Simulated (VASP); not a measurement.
# VASP 6.6.1 run: LiF

INCAR

```
IBRION = -1
ENCUT = 520
EDIFF = 1E-7
ISIF = 2
PREC = Accurate
NSW = 0
LASPH = .TRUE.
LCHARG = .FALSE.
NBANDS = 12
LWAVE = .FALSE.
NELM = 62
SIGMA = 0.3
LREAL = .FALSE.
ISMEAR = -5
GGA = PE
```

KPOINTS

```
KPOINTS created by Atomic Simulation Environment
0
Gamma
10 10 10
0 0 0
```

POSCAR

```
Li F
 1.0000000000000000
     2.5534990687999999    0.0000000000000000    0.0000000000000000
     0.0000000000000000    2.5534990687999999    0.0000000000000000
     0.0000000000000000    0.0000000000000000    2.5241266293000000
 Li  F
   1   1
Cartesian
  0.0000000000000000  0.0000000000000000  0.0000000000000000
  1.2767495343999999  1.2767495343999999  1.2620633146500000
```

The recommended PBE PAW datasets give the neutral cell 10 valence electrons.

Command

```
mpirun -np 1 vasp_std
```

OSZICAR

```
N       E                     dE             d eps       ncg     rms          rms(c)
DAV:   1     0.316659902074E+02    0.31666E+02   -0.54093E+03  3176   0.849E+02
DAV:   2    -0.854638464719E+01   -0.40212E+02   -0.39436E+02  3776   0.185E+02
DAV:   3    -0.958224446378E+01   -0.10359E+01   -0.10342E+01  3852   0.256E+01
DAV:   4    -0.959082319507E+01   -0.85787E-02   -0.85784E-02  3344   0.253E+00
DAV:   5    -0.959092951412E+01   -0.10632E-03   -0.10632E-03  3808   0.212E-01    0.449E+00
DAV:   6    -0.905767264163E+01    0.53326E+00   -0.24768E+00  3148   0.956E+00    0.140E+00
DAV:   7    -0.904913212502E+01    0.85405E-02   -0.17784E-02  4024   0.117E+00    0.846E-01
DAV:   8    -0.904591118430E+01    0.32209E-02   -0.14457E-02  3992   0.127E+00    0.111E-01
DAV:   9    -0.904594291127E+01   -0.31727E-04   -0.60609E-04  3596   0.227E-01    0.479E-02
DAV:  10    -0.904601611147E+01   -0.73200E-04   -0.11277E-04  3272   0.879E-02    0.674E-03
DAV:  11    -0.904601614199E+01   -0.30517E-07   -0.15074E-06  3984   0.107E-02    0.280E-03
DAV:  12    -0.904601614386E+01   -0.18704E-08   -0.71190E-07  3476   0.725E-03
   1 F= -.90460161E+01 E0= -.90460161E+01  d E =0.000000E+00
```

From OUTCAR

```
k-points           NKPTS =    126   k-points in BZ     NKDIM =    126   number of bands    NBANDS=     12

   NELECT =      10.0000    total number of electrons

   dimension x,y,z NGX =    20 NGY =   20 NGZ =   20
   dimension x,y,z NGXF=    40 NGYF=   40 NGZF=   40

  energy-cutoff  :      520.00
  volume of cell :       16.46
      direct lattice vectors                 reciprocal lattice vectors
     2.553499069  0.000000000  0.000000000     0.391619489  0.000000000  0.000000000
     0.000000000  2.553499069  0.000000000     0.000000000  0.391619489  0.000000000
     0.000000000  0.000000000  2.524126629     0.000000000  0.000000000  0.396176637

 k-points in reciprocal lattice and weights: KPOINTS created by Atomic Simulation Env
   0.00000000  0.00000000  0.00000000       0.001
   0.10000000  0.00000000  0.00000000       0.004
   0.20000000  0.00000000  0.00000000       0.004
   0.30000000  0.00000000  0.00000000       0.004
   0.40000000  0.00000000  0.00000000       0.004
   0.50000000  0.00000000  0.00000000       0.002
   0.10000000  0.10000000  0.00000000       0.004
   0.20000000  0.10000000  0.00000000       0.008
   ...

 E-fermi :   0.4186

 k-point     1 :       0.0000    0.0000    0.0000
  band No.  band energies     occupation
      1     -42.6299      2.00000
      2     -20.6615      2.00000
      3      -0.5188      2.00000
      4      -0.5188      2.00000
      5      -0.3917      2.00000
      6       7.8741      0.00000
      7      19.0150      0.00000
      8      19.3105      0.00000
      9      21.2125      0.00000
     10      21.2125      0.00000
     11      21.5429      0.00000
     12      38.5554      0.00000

 k-point     2 :       0.1000    0.0000    0.0000
  band No.  band energies     occupation
      1     -42.6252      2.00000
      2     -20.6195      2.00000
      3      -0.8747      2.00000
      4      -0.4819      2.00000
      5      -0.3564      2.00000
      6       8.1201      0.00000
      7      17.6792      0.00000
      8      19.4696      0.00000
      9      21.1590      0.00000
     10      21.4998      0.00000
     11      23.2013      0.00000
     12      37.1653      0.00000

 k-point     3 :       0.2000    0.0000    0.0000
  band No.  band energies     occupation
      1     -42.6132      2.00000
      2     -20.5082      2.00000
      3      -1.7148      2.00000
      4      -0.3839      2.00000
      5      -0.2626      2.00000
      6       8.6443      0.00000
      7      16.1186      0.00000
      8      20.1535      0.00000
      9      21.0004      0.00000
     10      21.3690      0.00000
     11      26.4936      0.00000
     12      33.9761      0.00000

 k-point     4 :       0.3000    0.0000    0.0000
  band No.  band energies     occupation
      1     -42.5982      2.00000
      2     -20.3654      2.00000
      3      -2.6276      2.00000
      4      -0.2598      2.00000
      5      -0.1440      2.00000
      6       9.1162      0.00000
      7      15.0698      0.00000
      8      20.7720      0.00000
      9      21.1757      0.00000
     10      21.2961      0.00000
     11      30.2915      0.00000
     12      30.5821      0.00000

 ...

  Total       -0.0275747     -0.0275747      0.3208374      0.0000000      0.0000000      0.0000000
  in kB       -2.6843513     -2.6843513     31.2329556      0.0000000      0.0000000      0.0000000
  external PRESSURE =       8.6214176 kB  Pullay stress =       0.0000000 kB

 POSITION                                       TOTAL-FORCE (eV/Angst)
 -----------------------------------------------------------------------------------
      0.00000      0.00000      0.00000         0.000000      0.000000      0.000000
      1.27675      1.27675      1.26206         0.000000      0.000000      0.000000
 -----------------------------------------------------------------------------------
    total drift:                                0.000000      0.000000      0.000000

  FREE ENERGIE OF THE ION-ELECTRON SYSTEM (eV)
  ---------------------------------------------------
  free  energy   TOTEN  =        -9.0460161439 eV

  energy  without entropy=       -9.0460161439  energy(sigma->0) =       -9.04601614
```

It converged. Results: gap between bands v and c on the k mesh 7.61 eV; least direct gap on the k mesh 8.27 eV; pressure 0.9 GPa. Band v is the last that the valence electrons fill when counted band by band, and c is the next.

For comparison, a separate PBE run of the intended cell, on usual settings and not on those above, gives a gap of 7.61 eV on its mesh and a pressure of 0.9 GPa.

The run above took about 8 s on one core of a shared host (Intel Xeon 6975P-C) and held 0.14 GiB at most.
